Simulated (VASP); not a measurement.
A run of VASP 6.6.1 is set up as follows.

The input INCAR:

```
PREC     = Accurate       # precision mode
ENCUT    = 520            # plane-wave cutoff, eV
EDIFF    = 1E-7           # SCF threshold, eV
ISMEAR   = 1              # smearing method
SIGMA    = 0.1            # smearing width, eV
LREAL    = False          # projectors in reciprocal space
LASPH    = True           # aspherical terms in the spheres
NELM     = 100            # most SCF steps
ALGO     = Fast           # electronic algorithm
ISIF     = 2              # what is computed and relaxed
LWAVE    = False          # write WAVECAR
LCHARG   = True           # write CHGCAR
LDIPOL   = True         
IDIPOL   = 3            
DIPOL    = 0.5 0.5 0.500
GGA      = PE             # functional
LELF     = True           # ELF
LVHAR    = True         
LVACPOTAV= True
```

File KPOINTS:

```
Automatic mesh
0
Gamma
  14 14 1
```

The input POSCAR:

```
Rh                                      
1.0
    2.7193470000      0.0000000000      0.0000000000
   -1.3596735000      2.3550235400      0.0000000000
    0.0000000000      0.0000000000     32.2139342000
  Rh            
     6
Direct
     0.6666669999999968    0.3333330000000032    0.3302411403093352
     0.3333340000000007    0.6666659999999993    0.3973813765693011
     0.0000000000000000    0.0000000000000000    0.4655192605303611
     0.6666669999999968    0.3333330000000032    0.5344870294696406
     0.3333340000000007    0.6666659999999993    0.6026186234306989
     0.0000000000000000    0.0000000000000000    0.6697588596906647
```

Potentials or basis: VASP PAW PBE potentials, release 64 (Rh_pv).

Run with:

```console
$ cat potpaw_PBE.64/Rh_pv/POTCAR > POTCAR
$ mpirun -np 1 vasp_std > vasp.out
```

(1) Predict the work function of the upper face.

(2) Estimate the work function of the lower face.

(3) What does it give for the band gap on the k mesh?

(4) Estimate the largest force.

## Answers

(1) 5.11 eV.

(2) 5.17 eV.

(3) none (metal or under the smearing width).

(4) 0.015 eV/Å.
